**Identifying cubic crystals from PBE lattice constants**

The table holds lattice constants of nine cubic crystals from Birch-Murnaghan fits (JDFTx, PBE, scalar-relativistic PseudoDojo potentials, no spin-orbit coupling) beside measured values. The program counts atoms per cubic cell, works out the gaps in size, error and bulk modulus within the pairs Mo/W and Rh/Ir, and shows how far the range of measured values moves the error wherever more than one value was found. It adds one estimate without adjustable constants, the vibrational expansion $\gamma k_BT/(BV)$ at an assumed 300 K. Cell count and size fix HfN and Al, while the 4d/5d pairs differ by under 1 % in lattice constant and are better told apart by stiffness. The estimated expansion, a few tenths of a percent, is largest for Al and Ni and exceeds their negative errors.

JDFTx 1.7.0 (patched build), Kohn-Sham DFT with PBE for cubic crystals, without spin-orbit coupling; Fermi-Dirac smearing of 0.05 eV, collinear spin for Ni and Si2Ni only. The computed lattice constant is the edge of the conventional cubic cell at the minimum of a Birch-Murnaghan fit to energies at seven volumes.

## Analysis program

```python
# Table: cubic lattice constants from Birch-Murnaghan fits, JDFTx, PBE, scalar-relativistic
# PseudoDojo potentials, no spin-orbit coupling, beside measured values. Tested: which clues
# (atoms per cell, size order, error) identify six rows; one estimate of vibrational expansion.
T = {
    'formula': ['Mo', 'W', 'Ni', 'Rh', 'Ir', 'Pt', 'Al', 'HfN', 'Si2Ni'],
    'sg': ['Im-3m', 'Im-3m', 'Fm-3m', 'Fm-3m', 'Fm-3m', 'Fm-3m', 'Fm-3m', 'Fm-3m', 'Fm-3m'],
    'vol': [15.89, 15.85, 10.49, 13.67, 14.06, 15.08, 16.6, 11.48, 13.17],  # Å³/atom
    'pot': ['PseudoDojo SR PBE 0.5 standard', 'PseudoDojo SR PBE 0.5 standard', 'PseudoDojo SR PBE 0.5 standard', 'PseudoDojo SR PBE 0.5 standard', 'PseudoDojo SR PBE 0.5 standard', 'PseudoDojo SR PBE 0.5 standard', 'PseudoDojo SR PBE 0.5 standard', 'PseudoDojo SR PBE 0.5 standard', 'PseudoDojo SR PBE 0.5 standard'],
    'cut': [1088, 1007, 1333, 1197, 925, 1143, 544, 1143, 1333],  # eV
    'k': ['12x12x12', '12x12x12', '13x13x13', '12x12x12', '12x12x12', '12x12x12', '11x11x11', '10x10x10', '9x9x9'],
    'y': [3.162, 3.185, 3.519, 3.832, 3.867, 3.968, 4.038, 4.544, 5.452],  # Å
    'measured': [3.147, 3.16047, 3.5237, 3.803, 3.837, 3.9227, 4.0485, 4.53, 5.406],  # Å
    'm_range': ['one value', '3.16047 to 3.16162', '3.523 to 3.53159', 'one value', '3.837 to 3.838', '3.9227 to 3.9237', '4.047 to 4.04958', '4.53 to 4.542', 'one value'],  # Å
    'source': ['pmc:10052566 (2023)', 'arXiv:2311.02034 (2023)', 'arXiv:1211.7126 (2012)', 'arXiv:2108.03692 (2021)', 'pmc:6586894 (2019)', 'arXiv:2412.16732 (2024)', 'pmc:10674580 (2023)', 'arXiv:2404.05398 (2024)', 'arXiv:1602.05840 (2016)'],
    'err': [0.46, 0.78, -0.12, 0.75, 0.78, 1.17, -0.25, 0.31, 0.86],  # %
}
from math import factorial, sqrt
from scipy.constants import k as kB
F = list(T['formula'])
g = lambda key: dict(zip(F, map(float, T[key])))
a, m, e, vol, cut = g('y'), g('measured'), g('err'), g('vol'), g('cut')
sg, rng = dict(zip(F, T['sg'])), dict(zip(F, T['m_range']))
# further outputs of the same runs: fitted volume (A^3/atom), bulk modulus (GPa), its derivative
eos = {'Mo': (15.80066, 261.45, 4.309), 'W': (16.15458, 301.18, 3.822),
       'Ni': (10.89904, 198.72, 4.881), 'Rh': (14.0616, 257.38, 5.214),
       'Ir': (14.45508, 350.34, 5.040), 'Pt': (15.62352, 249.27, 5.324),
       'Al': (16.4652, 79.65, 4.478), 'HfN': (11.72968, 265.79, 4.299),
       'Si2Ni': (13.50803, 144.62, 3.781)}
hid = ['Mo', 'W', 'Rh', 'Ir', 'Al', 'HfN']
n = {f: round(a[f]**3 / vol[f]) for f in F}
nn = {2: sqrt(3) / 2, 4: 1 / sqrt(2), 8: 0.5, 12: sqrt(3) / 4}
print("crystal: a^3/given volume, atoms per cube, a^3/atoms (A^3), vs given volume (%), shortest bond (A)")
for f in F:
    v = a[f]**3 / n[f]
    print(f"{f:6s}{a[f]**3/vol[f]:6.2f}{n[f]:4d}{v:7.2f}{100*(v/vol[f]-1):+6.1f}{a[f]*nn[n[f]]:7.3f}")
nb = sum(sg[f] == 'Im-3m' for f in hid)
nf = sum(n[f] == 4 for f in hid)
print(f"labelings: {factorial(len(hid))} at start, {factorial(nb)*factorial(nf)} after cell count, "
      f"{factorial(nb)*factorial(nf-1)} after Al")
print(f"Al larger than Ir by {100*(a['Al']/a['Ir']-1):.1f} %, than Pt by {100*(a['Al']/a['Pt']-1):.1f} %; "
      f"Pt larger than Ir by {100*(a['Pt']/a['Ir']-1):.1f} %")
print(f"Al cutoff / lowest other cutoff: {cut['Al']/min(cut[f] for f in F if f != 'Al'):.2f}")
for p, q in (('Mo', 'W'), ('Rh', 'Ir')):
    print(f"{q} minus {p}: computed a {a[q]-a[p]:+.3f} A ({100*(a[q]/a[p]-1):+.2f} %), "
          f"measured {m[q]-m[p]:+.3f} A ({100*(m[q]/m[p]-1):+.2f} %)")
    print(f"  given volume {vol[q]-vol[p]:+.2f}, fitted volume {eos[q][0]-eos[p][0]:+.2f} A^3/atom; "
          f"error {e[q]-e[p]:+.2f} points; modulus ratio {eos[q][1]/eos[p][1]:.2f}")
print(f"rounding of a (0.0005 A) moves an error by up to {100*0.0005/min(a.values()):.3f} points")
print("error (%) across the range of measured values found:")
for f in F:
    if ' to ' in rng[f]:
        lo, hi = map(float, rng[f].split(' to '))
        y = m[f] * (1 + e[f] / 100)
        print(f"  {f:6s}{100*(y/hi-1):+.2f} to {100*(y/lo-1):+.2f}")
print("order of error (%): " + ", ".join(f"{f} {e[f]:+.2f}" for f in sorted(F, key=e.get)))
d = ['Mo', 'W', 'Rh', 'Ir', 'Pt']
print(f"mean error: all {sum(e.values())/len(F):+.2f} %, 4d and 5d metals {sum(e[f] for f in d)/len(d):+.2f} %")
print("similar modulus (GPa), unlike error (%): "
      + ", ".join(f"{f} {eos[f][1]:.0f} {e[f]:+.2f}" for f in ('Rh', 'Mo', 'HfN')))
print("rough expansion gamma*kT/(B*V), 300 K assumed: gamma, B (GPa), expansion (%), error plus it (%)")
ex = {}
for f in F:
    v, b, bp = eos[f]
    gam = (bp - 1) / 2
    ex[f] = 100 * gam * kB * 300 / (b * 1e9 * v * 1e-30)
    print(f"  {f:6s}{gam:4.1f}{b:5.0f}{ex[f]:5.1f}{e[f]+ex[f]:+6.1f}")
assert all(abs(a[f]**3 / n[f] / eos[f][0] - 1) < 1e-3 for f in F)
assert a['W'] > a['Mo'] and a['Ir'] > a['Rh'] and m['W'] > m['Mo'] and m['Ir'] > m['Rh']
assert vol['W'] < vol['Mo'] and [f for f in hid if e[f] < 0] == ['Al']
assert max(ex, key=ex.get) == 'Al' and all(e[f] + ex[f] > 0 for f in F)
```

Printed output:

```
crystal: a^3/given volume, atoms per cube, a^3/atoms (A^3), vs given volume (%), shortest bond (A)
Mo      1.99   2  15.81  -0.5  2.738
W       2.04   2  16.15  +1.9  2.758
Ni      4.15   4  10.89  +3.9  2.488
Rh      4.12   4  14.07  +2.9  2.710
Ir      4.11   4  14.46  +2.8  2.734
Pt      4.14   4  15.62  +3.6  2.806
Al      3.97   4  16.46  -0.8  2.855
HfN     8.17   8  11.73  +2.2  2.272
Si2Ni  12.31  12  13.50  +2.5  2.361
labelings: 720 at start, 12 after cell count, 4 after Al
Al larger than Ir by 4.4 %, than Pt by 1.8 %; Pt larger than Ir by 2.6 %
Al cutoff / lowest other cutoff: 0.59
W minus Mo: computed a +0.023 A (+0.73 %), measured +0.013 A (+0.43 %)
  given volume -0.04, fitted volume +0.35 A^3/atom; error +0.32 points; modulus ratio 1.15
Ir minus Rh: computed a +0.035 A (+0.91 %), measured +0.034 A (+0.89 %)
  given volume +0.39, fitted volume +0.39 A^3/atom; error +0.03 points; modulus ratio 1.36
rounding of a (0.0005 A) moves an error by up to 0.016 points
error (%) across the range of measured values found:
  W     +0.74 to +0.78
  Ni    -0.34 to -0.10
  Ir    +0.75 to +0.78
  Pt    +1.14 to +1.17
  Al    -0.28 to -0.21
  HfN   +0.04 to +0.31
order of error (%): Al -0.25, Ni -0.12, HfN +0.31, Mo +0.46, Rh +0.75, W +0.78, Ir +0.78, Si2Ni +0.86, Pt +1.17
mean error: all +0.53 %, 4d and 5d metals +0.79 %
similar modulus (GPa), unlike error (%): Rh 257 +0.75, Mo 261 +0.46, HfN 266 +0.31
rough expansion gamma*kT/(B*V), 300 K assumed: gamma, B (GPa), expansion (%), error plus it (%)
  Mo     1.7  261  0.2  +0.6
  W      1.4  301  0.1  +0.9
  Ni     1.9  199  0.4  +0.3
  Rh     2.1  257  0.2  +1.0
  Ir     2.0  350  0.2  +0.9
  Pt     2.2  249  0.2  +1.4
  Al     1.7   80  0.5  +0.3
  HfN    1.6  266  0.2  +0.5
  Si2Ni  1.4  145  0.3  +1.2
```
